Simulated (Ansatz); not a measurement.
Layered crystal of WSe$_{2}$, relaxed:

```cif
data_structure
_symmetry_space_group_name_H-M 'P 1'
_symmetry_Int_Tables_number 1
_cell_length_a 3.2790
_cell_length_b 3.2790
_cell_length_c 12.7886
_cell_angle_alpha 90.000
_cell_angle_beta 90.000
_cell_angle_gamma 120.000
_cell_volume 119.08
loop_
_atom_site_label
_atom_site_type_symbol
_atom_site_fract_x
_atom_site_fract_y
_atom_site_fract_z
_atom_site_occupancy
W1 W 0.33333 0.66667 0.25000 1
W2 W 0.66667 0.33333 0.75000 1
Se1 Se 0.33333 0.66667 0.61829 1
Se2 Se 0.66667 0.33333 0.11829 1
Se3 Se 0.33333 0.66667 0.88171 1
Se4 Se 0.66667 0.33333 0.38171 1
```

Theory: DFT PBE+D3(BJ), scalar-relativistic, plane waves, PAW (Ansatz). Cutoff 420 eV; k points 12×12×2 on the computed 6-atom cell (Γ-centred); Gaussian smearing, width 0.02 eV; no spin polarisation.

(1) What does it cost to take out one layer and relax it free-standing?

Gaps are read on the k meshes alone.

Spin-orbit coupling is left out, which matters for the bands of heavy elements.

Answers

(1) 37.1 meV/Å² (115 meV/atom). The layer's area changes by +0.4 %. The gap on the mesh goes from 0.90 eV to 1.65 eV. The layer is isolated along c and computed on a 12×12×1 mesh.